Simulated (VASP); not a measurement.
Set up this calculation in VASP 6.6.1, as the native input.

| Item | Value |
| --- | --- |
| Task | single point |
| Functional | PBE |
| Potentials or basis | VASP PAW PBE potentials, release 64 (Bi_d, Te) |
| Cutoff | 520 eV |
| k mesh | 8 × 8 × 8 |
| Occupations | gaussian, width 0.05 eV |
| Spin | no spin polarisation |
| Dipole correction | no |
| Further INCAR settings | ALGO = Normal; EDIFF = 1e-06; NBANDS = 32 |

The structure of Bi2Te3 lies in POSCAR:

```
Bi2Te3
1.0
    2.2085011708      1.2750787454      9.9466696256
   -2.2085011708      1.2750787454      9.9466696256
    0.0000000000     -2.5501574909      9.9466696256
Bi Te
2 3
Direct
    0.8120000000      0.8120000000      0.8120000000
    0.4020000000      0.4020000000      0.4020000000
    0.6110000000      0.6110000000      0.6110000000
    0.2000000000      0.2000000000      0.2000000000
    0.0000000000      0.0000000000      0.0000000000
```

Measurements of this composition are mostly on another form, of space group No. 166.

The input as run:

INCAR

```
  ALGO = Normal
  EDIFF = 1E-6
  ENCUT = 520
  GGA = PE
  ISIF = 2
  ISMEAR = 0
  LASPH = True
  LCHARG = False
  LREAL = False
  LWAVE = False
  NBANDS = 32
  NELM = 80
  PREC = Accurate
  SIGMA = 0.05
```

KPOINTS

```
k-points
0
Gamma
  8 8 8
```

Potentials or basis: VASP PAW PBE potentials, release 64 (Bi_d, Te).

Launch:

```bash
$ cat potpaw_PBE.64/Bi_d/POTCAR potpaw_PBE.64/Te/POTCAR > POTCAR
$ mpirun -np 1 vasp_std > vasp.out
```

It gave:

```
Pressure               : 1.6 GPa
Largest force          : 1.223 eV/Å
Band gap on the k mesh : none (metal or under the smearing width)
```

Caveat: spin-orbit coupling is left out, which moves the levels of the heavy elements; forces of over 1 eV/Å show positions far from the minimum, so gaps and moduli don't describe the material at rest.

Run time: 14 min on 1 thread of Intel(R) Xeon(R) Platinum 8488C (Sapphire Rapids), on a shared host, peak memory 1.1 GiB.
